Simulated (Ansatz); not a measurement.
# Pb (Fm-3m) in Ansatz: convergence with smearing width

Aim: find how far smearing width must go before the results for Pb settle, at PBE. This setting moves, with any that are tied to it; all else stays.

All numbers are computed with Ansatz 0.2.0; they aren't measurements. Logs are shortened: lines on timing, memory, paths and dates and some standing lists are left out, and cuts for length are marked.

**1. The crystal as given**

It takes space group Fm-3m (No. 225, cubic). Conventional cell: a = 4.950 Å, b = 4.950 Å, c = 4.950 Å, α = 90.00°, β = 90.00°, γ = 90.00°. Around Pb (site symmetry m-3m) lie 12 Pb at 3.50 Å.

**2. With smearing width 0.3 eV**

Input file input.yaml:

```yaml
crystal:
  lattice:
    - [0.0, 2.47502, 2.47502]
    - [2.47502, 0.0, 2.47502]
    - [2.47502, 2.47502, 0.0]
  atoms:
    - { symbol: Pb, position: [0.0, 0.0, 0.0] }
kpoints:
  mp_grid: { grid: [9, 9, 9] }
scf:
  occupations: { method: fermi_dirac, width: 0.3 }
hamiltonian:
  xc: pbe
  pseudopotentials: { kind: all_electron, lapw: { basis_error: 0.001 } }
output:
  forces: true
  stress: true
  eigenvalues: true
```

Potentials or basis: all-electron LAPW, scalar-relativistic.

Run with:

```console
$ ansatz run input.yaml --threads 1 --pin off --max-ram 3072MiB --backend cpu --events-out ev --progress --plain --runs-dir out
```

The program printed:

```text
Warning: RAYON_NUM_THREADS=1 ignored (pool sized by the plan → 1); use --threads N
LAPW: plane waves up to 6.362 Å⁻¹, error target 1.0e-3 eV per atom; small_component_spin mean_spin; Pb in spheres of 1.750 Å, 36 of its electrons in bands, Dirac shells [] (how accurate: hamiltonian.pseudopotentials.lapw.basis_error, Limitations)
band count auto-derived: 23 (N_el = 36.0; filled up to band 18; 22 by the electrons, moments and atoms)
Engine: ansatz 0.2.0, aarch64-unknown-linux-gnu
Pseudopotentials: kind: all_electron
Pseudopotential: Pb, LAPW, valence charge 36, lapw/all_electron/scalar/gaussian/Pb, Koelling and Harmon's equation, gaussian nucleus
Functional definition: PBE
  parameter kappa = 0.804
  parameter beta = 0.06672455060314922
  exchange = pbe_x(kappa = kappa, mu = beta*pi^2/3)
  correlation = pbe_c(beta = beta)
Crystal: 1 atoms, lattice volume = 30.323 Å³
Basis set: ecut = 154.21153860262535 eV, 137 PW (Γ), exchange–correlation at level 2
Bands: 23, of which v1, the nominal top of the filled ones, is band 18 counted from 1 (17 counted from 0)
Symmetry: 48 space group operations
Space group: Fm-3m (ITA 225), of the structure as read, at distance tolerance 3.1e-5 Å
k-points: 35 of 729
Non-local potential: Pb, projectors of the file, none
Initial density: superposition of atomic densities (chi_scale 0.1, normalization cell)
Initial wavefunctions: plane waves of lowest kinetic energy (no species holds an atomic orbital)
Functional: x = pbe(κ = 0.804, μ = 0.2195149727645171), c = pbe(β = 0.06672455060314922)
iter 1 solved again at ethr=6.60e-6 eV; its pass at ethr=1.00e-1 eV (dr2=2.37e-3 eV) is discarded
SCF iter   1: F=—  HF=-568066.678794 eV  |F-HF|=—  |Δ(HF+E_count)|=         —  Δρ=3.22e-3  dr2=2.40e-3  ethr=6.60e-6  ⟨swp⟩=4.1  Hψ=5418  notcnv=0
preconditioner: auto → Kerker (q_TF=auto, 2.807 Å⁻¹)  [metal: Δε(μ)=0.449 eV  Ē_g=21.221 eV  σ=0.300 eV  W_gap=0.32  n_scr=14 (ndim 8)  ℏωp=25.2 eV  f_vac=0.033  D(μ)=0.47/eV (n_scr^D=0)]
SCF iter   2: F=—  HF=-568066.668067 eV  |F-HF|=—  |Δ(HF+E_count)|=   1.07e-2  Δρ=1.99e-3  dr2=1.15e-3  ethr=6.60e-6  ⟨swp⟩=2.0  Hψ=2335  notcnv=0
SCF iter   3: F=—  HF=-568066.667672 eV  |F-HF|=—  |Δ(HF+E_count)|=   3.94e-4  Δρ=1.33e-3  dr2=5.86e-4  ethr=3.19e-6  ⟨swp⟩=2.0  Hψ=2335  notcnv=0
SCF iter   4: F=—  HF=-568066.667728 eV  |F-HF|=—  |Δ(HF+E_count)|=   5.54e-5  Δρ=7.38e-4  dr2=2.09e-4  ethr=1.63e-6  ⟨swp⟩=2.0  Hψ=2335  notcnv=0
SCF iter   5: F=—  HF=-568066.667798 eV  |F-HF|=—  |Δ(HF+E_count)|=   7.06e-5  Δρ=3.04e-4  dr2=3.86e-5  ethr=5.82e-7  ⟨swp⟩=2.0  Hψ=2335  notcnv=0
iter 6 solved again at ethr=1.76e-9 eV; its pass at ethr=1.07e-7 eV (dr2=6.33e-7 eV) is discarded
SCF iter   6: F=—  HF=-568066.667810 eV  |F-HF|=—  |Δ(HF+E_count)|=   1.17e-5  Δρ=5.27e-5  dr2=6.34e-7  ethr=1.76e-9  ⟨swp⟩=2.2  Hψ=3984  notcnv=0
SCF iter   7: F=-568066.667811 eV  HF=-568066.667811 eV  |F-HF|=4.02e-8  |Δ(HF+E_count)|=   4.45e-7  Δρ=1.28e-5  dr2=3.57e-8  ethr=1.76e-9  ⟨swp⟩=3.0  Hψ=2411  notcnv=0
SCF 1 converged in 7 iterations: F = -568066.667811 eV  dr2 = 3.57e-8
SCF converged after 7 iterations
Free energy (F): -568066.667811 eV
Harris-Foulkes:  -568066.667811 eV  (|F-HF|=4.02e-8)
Internal energy: -568066.521851 eV  (E = F + TS)
E sigma→0 (E₀):  -568066.594831 eV
Entropy (-TS):   -0.145960 eV (-145.960 meV/atom)
Fermi energy:    15.672784 eV
--- Per-component energies (eV) ---
  E_band       = -2195.922821
  E_kinetic    = 654971.777797
  E_xc         = -10580.686012
  E_electrostatic = -1212457.613635  (all electrons and nuclei)
  E_smearing   = -0.145960  (= −TS)
  E_closure    = 0.000000  (closes the sum)
  E_atoms      = -568063.043352  (free atoms, spherical and without spin; not in F)
  Σ components = -568066.667811   (vs F -568066.667811, Δ=0.00e0)
  Basis errors (estimates in eV, not in F): energy 2.1e-4 per atom: plane waves 2.0e-4 (1.0e-4 summed), levels above the bands 1.7e-18, relativity 4.2e-8, radial functions 2.9e-6, core shells 1.0e-9; eigenvalues (radial functions only) 1.1e-4; not estimated: angular momenta, meshes, grids; target (lapw.basis_error) 1.0e-3; muffin-tin radii Pb 1.750 Å
--- Forces (eV/Å), atoms counted from 1 ---
  atom   1  Pb    -0.00000000    -0.00000000    -0.00000000
  max |Σ_I F_I| component: 4.52e-32 eV/Å
--- Stress (GPa, compression-positive) ---
        2.639576       0.000000      -0.000000
        0.000000       2.639576      -0.000000
       -0.000000      -0.000000       2.639576
  P = ⅓ Tr σ = 2.6396 GPa (26.396 kbar)
--- Band table (eV; the first three rows and the last of 35) ---
  k-point 0: bands = ["-123.9800", "-113.0109", "-113.0109", "-113.0109", "-113.0107", "-113.0107", "-113.0107", "-113.0104", "-65.8139", "-65.8139", "-65.8139", "-1.4175", "-1.4175", "-1.4175", "-1.2775", "-1.2775", "3.9161", "23.0829", "23.0829", "23.0829", "25.4143", "27.0190", "28.1436"]
  k-point 1: bands = ["-123.9800", "-113.0109", "-113.0109", "-113.0109", "-113.0107", "-113.0107", "-113.0107", "-113.0104", "-65.8143", "-65.8140", "-65.8140", "-1.4181", "-1.4011", "-1.4011", "-1.2776", "-1.2776", "4.1541", "20.7150", "22.8004", "22.8004", "25.0266", "27.9832", "28.6471"]
  k-point 2: bands = ["-123.9800", "-113.0109", "-113.0109", "-113.0109", "-113.0107", "-113.0107", "-113.0107", "-113.0104", "-65.8152", "-65.8142", "-65.8142", "-1.4232", "-1.3816", "-1.3816", "-1.2549", "-1.2549", "4.8662", "17.2479", "22.2005", "22.2005", "24.6874", "27.5121", "28.2678"]
  k-point 34: bands = ["-123.9800", "-113.0109", "-113.0109", "-113.0109", "-113.0107", "-113.0107", "-113.0107", "-113.0104", "-65.8163", "-65.8159", "-65.8152", "-1.4098", "-1.3959", "-1.3149", "-1.2245", "-1.1196", "8.8655", "13.8468", "14.7930", "16.4449", "25.9538", "27.0260", "27.9941"]
```

Run time: 3.7 s. Hardware: 1 thread of Arm Neoverse V1, shared host; peak memory 0.23 GiB.

What came out:

```yaml
Free_energy: -568066.6678 eV
Pressure: 2.6 GPa
Band_gap_on_the_k_mesh: none (metal or under the smearing width)
```

**3. With smearing width 0.2 eV**

Edit input.yaml of step 2 so:

```diff
@@ -10,3 +10,3 @@
 scf:
-  occupations: { method: fermi_dirac, width: 0.3 }
+  occupations: { method: fermi_dirac, width: 0.2 }
 hamiltonian:
```

Potentials or basis: all-electron LAPW, scalar-relativistic.

Run with:

```console
$ ansatz run input.yaml --threads 1 --pin off --max-ram 3072MiB --backend cpu --events-out ev --progress --plain --runs-dir out
```

Run time: 3.7 s. Hardware: 1 thread of Arm Neoverse V1, shared host; peak memory 0.24 GiB.

Results:

```yaml
Free_energy: -568066.6293 eV
Pressure: 2.4 GPa
Band_gap_on_the_k_mesh: none (metal or under the smearing width)
```

**4. With smearing width 0.15 eV**

Edit input.yaml of step 3 so:

```diff
@@ -10,3 +10,3 @@
 scf:
-  occupations: { method: fermi_dirac, width: 0.2 }
+  occupations: { method: fermi_dirac, width: 0.15 }
 hamiltonian:
```

Run with:

```console
$ ansatz run input.yaml --threads 1 --pin off --max-ram 3072MiB --backend cpu --events-out ev --progress --plain --runs-dir out
```

Wall time 3.5 s (1 thread of Arm Neoverse V1, shared host); peak memory 0.23 GiB.

Results:

```yaml
Free_energy: -568066.6175 eV
Pressure: 2.3 GPa
Band_gap_on_the_k_mesh: none (metal or under the smearing width)
```

**5. With smearing width 0.1 eV**

Edit input.yaml of step 4 so:

```diff
@@ -10,3 +10,3 @@
 scf:
-  occupations: { method: fermi_dirac, width: 0.15 }
+  occupations: { method: fermi_dirac, width: 0.1 }
 hamiltonian:
```

Run with:

```console
$ ansatz run input.yaml --threads 1 --pin off --max-ram 3072MiB --backend cpu --events-out ev --progress --plain --runs-dir out
```

It took 3.6 s on 1 thread of Arm Neoverse V1, shared host; peak memory 0.23 GiB.

Results:

* Free energy: -568066.6099 eV
* Pressure: 2.3 GPa
* Band gap on the k mesh: none (metal or under the smearing width)

**6. With smearing width 0.05 eV**

Edit input.yaml of step 5 so:

```diff
@@ -10,3 +10,3 @@
 scf:
-  occupations: { method: fermi_dirac, width: 0.1 }
+  occupations: { method: fermi_dirac, width: 0.05 }
 hamiltonian:
```

Potentials or basis: all-electron LAPW, scalar-relativistic.

Run with:

```console
$ ansatz run input.yaml --threads 1 --pin off --max-ram 3072MiB --backend cpu --events-out ev --progress --plain --runs-dir out
```

Wall time 3.3 s (1 thread of Arm Neoverse V1, shared host); peak memory 0.23 GiB.

What came out:

```
Free energy            : -568066.6053 eV
Pressure               : 2.3 GPa
Band gap on the k mesh : none (metal or under the smearing width)
```

**7. With smearing width 0.025 eV**

Edit input.yaml of step 6 so:

```diff
@@ -10,3 +10,3 @@
 scf:
-  occupations: { method: fermi_dirac, width: 0.05 }
+  occupations: { method: fermi_dirac, width: 0.025 }
 hamiltonian:
```

Run with:

```console
$ ansatz run input.yaml --threads 1 --pin off --max-ram 3072MiB --backend cpu --events-out ev --progress --plain --runs-dir out
```

Wall time 3.3 s (1 thread of Arm Neoverse V1, shared host); peak memory 0.23 GiB.

The run converged. Its results:

| Quantity | Value |
| --- | --- |
| Free energy | -568066.6040 eV |
| Pressure | 2.3 GPa |
| Band gap on the k mesh | none (metal or under the smearing width) |

**8. With smearing width 0.01 eV**

Edit input.yaml of step 7 so:

```diff
@@ -10,3 +10,3 @@
 scf:
-  occupations: { method: fermi_dirac, width: 0.025 }
+  occupations: { method: fermi_dirac, width: 0.01 }
 hamiltonian:
```

Run with:

```console
$ ansatz run input.yaml --threads 1 --pin off --max-ram 3072MiB --backend cpu --events-out ev --progress --plain --runs-dir out
```

Run time: 3.8 s. Hardware: 1 thread of Arm Neoverse V1, shared host; peak memory 0.24 GiB.

It converged, with:

* Free energy: -568066.6033 eV
* Pressure: 2.3 GPa
* Band gap on the k mesh: none (metal or under the smearing width)

**9. The series at a glance**

```tsv
smearing width	energy less the tightest run, at zero smearing (meV/atom)	pressure (GPa)	SCF cycles	CPU time (s)	peak memory (GiB)
0.3 eV	8.24	2.64	7	3.7	0.23
0.2 eV	2.22	2.42	7	3.7	0.24
0.15 eV	-0.18	2.34	7	3.5	0.23
0.1 eV	-0.79	2.30	7	3.6	0.23
0.05 eV	-0.66	2.27	6	3.3	0.23
0.025 eV	-0.33	2.26	6	3.3	0.23
0.01 eV	0.00	2.26	7	3.8	0.24
```

Against the tightest run, the energy stays within 1 meV/atom from 0.15 eV on; the pressure stays within 0.1 GPa from 0.15 eV on. Narrower smearing needs a denser k mesh, so at a fixed mesh the narrowest width isn't the most accurate. The tightest run that finished is the yardstick and may itself not be fully converged.
